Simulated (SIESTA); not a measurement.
Ag:

```xyz
2
Lattice="2.9300 0.0000 0.0000 -1.4650 2.5375 0.0000 0.0000 0.0000 4.7900" Properties=species:S:1:pos:R:3 pbc="T T T"
Ag    1.4650    0.8458    3.5925
Ag    0.0000    1.6916    1.1975
```

This isn't the form of Ag at room conditions, which is fcc.

```yaml
Program: SIESTA 5.4.2
Task: single point
Functional: PBE
Potentials_or_basis: PseudoDojo 0.4 standard (PBE files)
Basis: DZP (energy shift 0.002 Ry)
Grid_cutoff: 800 Ry
Energy_shift: 0.002 Ry
k_mesh: 10 × 10 × 6
Occupations: fermi-dirac, width 0.05 eV
Spin: no spin polarisation
```

On this cell: pressure 1.5 GPa; largest force under 0.003 eV/Å; band gap on the k mesh none (metal or under the smearing width).

The same run follows on a disturbed copy (atoms moved at random, drawn with an rms of 0.05 Å):

```
Ag
1.0
     2.93000    0.00000    0.00000
    -1.46500    2.53745    0.00000
     0.00000    0.00000    4.79000
Ag
2
Direct
  0.68483 0.35008 0.74689
  0.33791 0.67266 0.25057
```

Q: What changes?

A: The energy (extrapolated to zero smearing) moves by +0.8 meV/atom; pressure 1.5 GPa; largest force 0.112 eV/Å; band gap on the k mesh none (metal or under the smearing width).

Forces in eV/Å, atoms in the order of the input:
```
Ag  -0.025 -0.026  0.106
Ag   0.025  0.026 -0.105
```

Stress tensor (GPa, compression positive):
```
 1.99  0.16 -0.01
 0.16  1.62 -0.01
-0.01 -0.01  0.90
```

Caveats: semicore shells carry a single zeta, which can move pressures by several GPa and volumes by a few percent; the basis of atomic orbitals isn't converged, which shifts pressures, moduli and gaps.
